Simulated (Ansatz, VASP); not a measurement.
C: VASP beside Ansatz

```xyz
2
Lattice="0.0000 1.7834 1.7834 1.7834 0.0000 1.7834 1.7834 1.7834 0.0000" Properties=species:S:1:pos:R:3 pbc="T T T"
C     1.7834    1.7834    1.7834
C     2.6751    2.6751    2.6751
```

This isn't the form of C at room conditions, which is graphite.

Alike in both runs: task relaxation of cell and atoms; functional PBE; k mesh 12 × 12 × 12; occupations gaussian, width 0.02 eV; no spin polarisation.

|  | VASP | Ansatz |
| --- | --- | --- |
| version | VASP 6.6.1 | Ansatz 0.2.0 |
| potentials or method | VASP PAW PBE potentials, release 64 (C) | scalar-relativistic, plane waves, PAW |
| plane-wave cutoff (eV) | 600 | 420 |
| valence electrons in the cell | 8 | 8 |

VASP gave:

- gap on the k mesh at the Fermi level, each at its own relaxed structure (eV): 4.14
- relaxed volume (Å³/atom): 5.70
- relaxed cell length with the largest relative difference (Å): 2.526

Question: Estimate Ansatz's values.

Answer: gap on the k mesh at the Fermi level, each at its own relaxed structure (eV): 4.15; relaxed volume (Å³/atom): 5.69; relaxed cell length with the largest relative difference (Å): 2.525.

PBE usually gives volumes a little too large and moduli too small. Zero-point motion and thermal expansion aren't in these numbers.
